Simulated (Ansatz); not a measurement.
Input of an Ansatz 0.2.0 run:

The input input.yaml:

```yaml
crystal:
  lattice:
    - [0.0, 2.035, 2.035]
    - [2.035, 0.0, 2.035]
    - [2.035, 2.035, 0.0]
  atoms:
    - { symbol: Au, position: [0.0, 0.0, 0.0] }
kpoints:
  mp_grid: { grid: [8, 8, 8] }
scf:
  occupations: { method: fermi_dirac, width: 0.05 }
hamiltonian:
  xc: pbesol
  pseudopotentials: { kind: all_electron, lapw: { basis_error: 0.001 } }
output:
  forces: true
  stress: true
elastic:
  mode: relaxed_ion
  stencil: two_point
```

Potentials or basis: all-electron LAPW, scalar-relativistic.

Run with:

```sh
$ ansatz run input.yaml --threads 1 --pin off --max-ram 3072MiB --backend cpu --events-out ev --progress --plain --runs-dir out
```

Question: Predict the pressure.

Answer: 2.7 GPa.

Question: What does it give for the band gap on the k mesh?

Answer: None (metal or under the smearing width).

Caveat: a metal's response needs a denser mesh. Spin-orbit coupling is left out, which matters for the levels of Au.
